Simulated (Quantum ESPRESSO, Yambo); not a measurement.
# P (puckered monolayer): G0W0 on several meshes in Yambo, part 2 of 2

Wanted: mesh dependence and cost of G0W0 for P (puckered monolayer).

Quantum ESPRESSO 7.5 and Yambo 5.3.0; PBE and many-body steps on it, plane waves. Known limits of the many-body steps: not at the basis limit.

So far. Step 4 (4×6×1): The gap on the mesh goes from 0.91 eV to 2.01 eV, a correction of +1.10 eV. Step 5 (Empty states on the mesh, 4×4×1 mesh, 142 bands): On this mesh the gap is 0.907 eV.

## (7) 4×4×1

This step: G0W0 on PBE, plane waves, norm-conserving pseudopotentials.

The input, gw11.in:

```
HF_and_locXC
gw0
dyson
ppa
em1d
rim_cut
rim_w
RandQpts= 3000000
RandGvec= 100 RL
CUTGeo= "slab z"
RandGvecW= 9 RL
EXXRLvcs= 36 Ry
VXCRLvcs= 144 Ry
Chimod= "HARTREE"
% BndsRnXp
 1 | 142 |
%
NGsBlkXp= 9.5 Ry
% LongDrXp
 1 | 1 | 0 |
%
% GbndRnge
 1 | 142 |
%
DysSolver= "n"
ExtendOut
PPAPntXp= 27.21138 eV
% QPkrange
 1 | 1 | 9 | 12 |
%
```

Command:

```
> OMP_NUM_THREADS=1 mpirun -n 4 yambo -F gw11.in -J gw11 -C gw11 > gw11.log
```

What it wrote:

```text
 Yambo, version 5.3.0

 [02] CORE Variables Setup
 =========================

  [... cell, symmetries and grids as in the set-up ...]

  [02.05] Energies & Occupations
  ==============================

  [X] === General ===
  [X] Electronic Temperature                        :  0.000000  0.000000 [eV K]
  [X] Bosonic    Temperature                        :  0.000000  0.000000 [eV K]
  [X] Finite Temperature mode                       : no
  [X] El. density                                   :  0.93452E+23 [cm-3]
  [X] Fermi Level                                   : -0.736863 [eV]

  [X] === Gaps and Widths ===
  [X] Conduction Band Min                           :  0.906761 [eV]
  [X] Valence Band Max                              :  0.000000 [eV]
  [X] Filled Bands                                  :  10
  [X] Empty Bands                                   :   11  142
  [X] Direct Gap                                    :  0.906761 [eV]
  [X] Direct Gap localized at k                     :  1
  [X] Indirect Gap                                  :  0.906761 [eV]
  [X] Indirect Gap between kpts                     :  1  1
  [X] Last valence band width                       :  1.927019 [eV]
  [X] 1st conduction band width                     :  1.801079 [eV]

 [03] Transferred momenta grid and indexing
 ==========================================

 IBZ Q-points                                      :   9
 BZ  Q-points                                      :  16

 K/Q-points units:
 rlu = crystal or reduced units; cc = cartesian coordinates; iku = interal k-units

 Q [1]          [rlu]:  0.000000  0.000000  0.000000
 Q [2]          [rlu]:  0.000000  0.250000  0.000000
 Q [3]          [rlu]:  0.000000 -0.500000  0.000000
[...]
8 x (sBL volume)        :  0.085876 [a.u.]
  sBZ random points       :  3000000
  Points outside the sBZ  :  24001885
  RL volume               :  0.171753 [a.u.]
  Integrated volume       :  0.171739 [a.u.]

  [09.03] RIM integrals
  =====================

  Comparison between head Wc = W - v averages: < Wc > [au] RIM-W/RIM

   < -Wc [Q = 1] > 0.514432E-1 0.790779E-4 * < -Wc [Q = 2] > 0.004901 0.004618
   < -Wc [Q = 3] > 0.764339E-3 0.743053E-3 * < -Wc [Q = 4] > 0.008528 0.008499
   < -Wc [Q = 5] > 0.002771 0.002585 * < -Wc [Q = 6] > 0.629182E-3 0.612093E-3
   < -Wc [Q = 7] > 0.001726 0.001708 * < -Wc [Q = 8] > 0.001037 0.001007
   < -Wc [Q = 9] > 0.396189E-3 0.385635E-3

  Comparison between head Wc = W - v averages: < Wc > [au] RIM-W/RIM

   < -Wc [G = 1,G`=0] > 0.514432E-1 0.790779E-4 * < -Wc [G = 2,G`=0] >-0.002286 0.000000
   < -Wc [G = 3,G`=0] >-0.002286 0.000000 * < -Wc [G = 4,G`=0] > 0.453749E-4  0.00000
   < -Wc [G = 5,G`=0] > 0.453749E-4  0.00000 * < -Wc [G = 6,G`=0] > 0.139942E-3  0.00000
   < -Wc [G = 7,G`=0] > 0.139942E-3  0.00000 * < -Wc [G = 8,G`=0] >-0.49091E-10  0.0000
   < -Wc [G = 9,G`=0] >-0.47984E-10  0.0000

 [10] G0W0 (W PPA)
 =================

 [  GW  ] Bands range     :    1  142
 [GW/PPA] G damping       :  0.100000 [eV]

 QP @ state[ 1 ] K range:  1  1
 QP @ state[ 1 ] b range:   9  12

  Sc/G bands                                       :    1  142
  Sc/G damping                                     :  0.100000 ev
  Sc bands terminator                              : no
  Sx RL components                                 :   5277

  QP @ state[ 1 ] K range                          :  1  1
  QP @ state[ 1 ] b range                          :   9  12
  GF energies kind                                 : Perdew, Burke & Ernzerhof(X)+Perdew, Burke & Ernzerhof(C)
  GF WF`s kind                                     : Perdew, Burke & Ernzerhof(X)+Perdew, Burke & Ernzerhof(C)
  Xs energies kind                                 : Perdew, Burke & Ernzerhof(X)+Perdew, Burke & Ernzerhof(C)
  Xs WF`s kind                                     : Perdew, Burke & Ernzerhof(X)+Perdew, Burke & Ernzerhof(C)

 [14] Game Over & Game summary
```

Run time: 3 min. Hardware: 4 MPI ranks of Arm Neoverse V1, shared host; peak memory 2.2 GiB.

This step gave:

- G0W0 gap on the points computed: 1.976 eV
- starting gap on the mesh: 0.9068 eV
- k of the valence top: 0, 0, 0
- k of the conduction bottom: 0, 0, 0
- least direct G0W0 gap on the computed points: 1.976 eV
- Z at the valence top: 0.7058
- Z at the conduction bottom: 0.7140

Against G0W0 in Yambo (4×6×1 mesh, 142 bands, screening to 129.3 eV, Godby-Needs plasmon pole), the gap moves by −0.032 eV.

## (8) Empty states on the mesh, 6×8×1 mesh, 142 bands

This step: Quantum ESPRESSO 7.5; DFT, PBE, plane waves, norm-conserving pseudopotentials.

The input, pw.in:

```
&control
  calculation = 'nscf'
  prefix = 'x'
  outdir = 'o'
  pseudo_dir = 'pseudo'
/
&system
  ibrav = 0
  nat = 4
  ntyp = 1
  ecutwfc = 36.0
  nbnd = 142
  force_symmorphic = .true.
/
&electrons
  conv_thr = 1e-9
  electron_maxstep = 80
  diago_full_acc = .true.
  diago_thr_init = 5e-6
/
ATOMIC_SPECIES
  P 30.974 P.upf
CELL_PARAMETERS angstrom
  4.6261974460 0.0000000000 0.0000000000
  0.0000000000 3.3043566150 0.0000000000
  0.0000000000 0.0000000000 14.0000000000
ATOMIC_POSITIONS crystal
  P 0.0887347685 0.0000000000 0.5752704305
  P 0.4112652315 0.5000000000 0.5752704305
  P 0.5887347685 0.5000000000 0.4247295489
  P 0.9112652315 0.0000000000 0.4247295489
K_POINTS automatic
  6 8 1 0 0 0
```

Command:

```
> OMP_NUM_THREADS=1 mpirun -n 4 pw.x -nk 4 -in pw.in > pw.out
```

What it wrote:

```text
[banner, memory and clock lines left out]
Program PWSCF v.7.5 starts

     Atomic positions and unit cell read from directory:
     o/x.save/

     Message from routine setup:
     using ibrav=0 with symmetry is DISCOURAGED, use correct ibrav instead

     G-vector sticks info

     bravais-lattice index     =            0
     lattice parameter (alat)  =       8.7422  a.u.
     unit-cell volume          =    1444.2278 (a.u.)^3
     number of atoms/cell      =            4
     number of atomic types    =            1
     number of electrons       =        20.00
[...]
[... 6 further rows ...]
[...]
38.5500  38.5887  38.7655  39.6245  40.1093  40.1475

          k = 0.0000 0.3500 0.0000 (  5248 PWs)   bands (ev):

[...]
23.6385  23.8859  24.0237  24.1126  24.8648  24.9332  25.2613  25.3945
     [... 6 further rows ...]
    36.7045  37.1091  37.6686  37.6922  38.0165  38.2398  38.4026  38.6110
    38.9302  39.1522  39.2821  39.3104  39.3636  39.5059

          k = 0.0000 0.5250 0.0000 (  5304 PWs)   bands (ev):

     [... further k-points ...]

     highest occupied, lowest unoccupied level (ev):    -0.7369    0.1699

     XML data file, pseudopotentials, collected wavefunctions
```

Wall time 39 s (4 MPI ranks); peak memory 0.47 GiB; 2.6 min of CPU time.

This step gave:

- gap: 0.9068 eV
- k of the valence top: 0, 0, 0
- k of the conduction bottom: 0, 0, 0
- least direct gap: 0.9068 eV
- k points computed: 20
- lowest point of the top converged band, above the valence top: 39.87 eV

On this mesh the gap is 0.907 eV.

## (9) Conversion and set-up

This step: Yambo 5.3.0; conversion and set-up on PBE, plane waves, norm-conserving pseudopotentials.

Command:

```
> (cd o/x.save; p2y > p2y.log; mv SAVE ../..); yambo > setup.log
```

What it wrote:

```text
 Yambo, version 5.3.0

 [02] CORE Variables Setup
 =========================

  [02.01] Unit cells
  ==================

  Cell kind             :  Unknown
  Atoms in the cell     :  P
  number of P  atoms    :   4

  List of atomic masses
  Mass of P     :  30.97400

  List of atomic coordinates    : [cc]
  P1       :   0.77574   0.00000  15.21945  order 1
  P2       :   3.59538   3.12216  15.21945  order 2
  P3       :   5.14686   3.12216  11.23672  order 3
  P4       :   7.96650   0.00000  11.23672  order 4

  Alat factors          :   8.74225   6.24433  26.45617 [a.u.]
[...]
K/Q-points units:
 rlu = crystal or reduced units; cc = cartesian coordinates; iku = interal k-units

 Q [ 1]         [rlu]:  0.000000  0.000000  0.000000
 Q [ 2]         [rlu]:  0.000000  0.125000  0.000000
 Q [ 3]         [rlu]:  0.000000  0.250000  0.000000
[...]
Q [ 8]         [rlu]:  0.166667  0.250000  0.000000
 Q [ 9]         [rlu]:  0.166667  0.375000  0.000000
 Q [10]         [rlu]:  0.166667 -0.500000  0.000000
     [... 8 further rows ...]
 Q [19]         [rlu]: -0.500000  0.375000  0.000000
 Q [20]         [rlu]: -0.500000 -0.500000  0.000000

  [03.01] X indexes
  =================

   [03.01.01] Sigma indexes
   ========================

 [06] Game Over & Game summary
```

The job ended after 2.1 s (1 MPI rank; peak memory 0.25 GiB).

## (10) 6×8×1

This step: G0W0 on PBE, plane waves, norm-conserving pseudopotentials.

gw12.in is the same as gw11.in of step 7.

Command:

```
> OMP_NUM_THREADS=1 mpirun -n 4 yambo -F gw12.in -J gw12 -C gw12 > gw12.log
```

What it wrote:

```text
 Yambo, version 5.3.0

 [02] CORE Variables Setup
 =========================

  [... cell, symmetries and grids as in the set-up ...]

  [02.05] Energies & Occupations
  ==============================

  [X] === General ===
  [X] Electronic Temperature                        :  0.000000  0.000000 [eV K]
  [X] Bosonic    Temperature                        :  0.000000  0.000000 [eV K]
  [X] Finite Temperature mode                       : no
  [X] El. density                                   :  0.93452E+23 [cm-3]
[...]
Sc bands terminator                              : no
  Sx RL components                                 :   5277

  QP @ state[ 1 ] K range                          :  1  1
  QP @ state[ 1 ] b range                          :   9  12
  GF energies kind                                 : Perdew, Burke & Ernzerhof(X)+Perdew, Burke & Ernzerhof(C)
  GF WF`s kind                                     : Perdew, Burke & Ernzerhof(X)+Perdew, Burke & Ernzerhof(C)
  Xs energies kind                                 : Perdew, Burke & Ernzerhof(X)+Perdew, Burke & Ernzerhof(C)
  Xs WF`s kind                                     : Perdew, Burke & Ernzerhof(X)+Perdew, Burke & Ernzerhof(C)

 [14] Game Over & Game summary
```

Wall time 15 min (4 MPI ranks); peak memory 2.5 GiB.

Numbers from this step:

| Quantity | Value |
| --- | --- |
| G0W0 gap on the points computed | 2.009 eV |
| starting gap on the mesh | 0.9068 eV |
| k of the valence top | 0, 0, 0 |
| k of the conduction bottom | 0, 0, 0 |
| least direct G0W0 gap on the computed points | 2.009 eV |

Against G0W0 in Yambo (4×6×1 mesh, 142 bands, screening to 129.3 eV, Godby-Needs plasmon pole), the gap moves by +0.0004 eV.

## (11) The runs together

Times are wall times on 4 MPI ranks of Arm Neoverse V1, shared host, good to a factor of about two.

```
  run   mesh  bands  screening cutoff (eV)  DFT gap (eV)  gap on the mesh (eV)  direct (eV)     time
4×6×1  4×6×1    142                  129.3         0.907                 2.009        2.009  4.9 min
4×4×1  4×4×1    142                  129.3         0.907                 1.976        1.976    3 min
6×8×1  6×8×1    142                  129.3         0.907                 2.009        2.009   15 min
```

## (12) Results

```json
{"4×6×1": "2.009 eV", "4×4×1": "1.976 eV", "6×8×1": "2.009 eV", "known limits": "not at the basis limit"}
```

In words: 4×4×1: −0.032 eV against 4×6×1. 6×8×1: no change against 4×6×1. Bands and cutoff are finite, so the gap is not at the basis limit. The miss can reach some tenths of an eV and take either sign; the mesh is an error of its own. In the G0W0 runs levels were corrected at 1 k point alone, so a gap called «on the mesh» is the least over those, and an edge elsewhere would be missed.

[Paths, hosts, dates, memory and timing lines, banners, echoed tables and standing remarks are left out of the program output.]

[Logs are printed without paths, hosts, clocks, repeated set-up lines and the standing remarks that a program may print on its own settings, such as how far it seeks lower states.]

[Runs of the session that timed out or met a known fault of the program may be left out.]

[Hosts, paths, dates, database ids (printed as entryN), source tags and the programs' standing remarks are cut or masked in the printed files.]
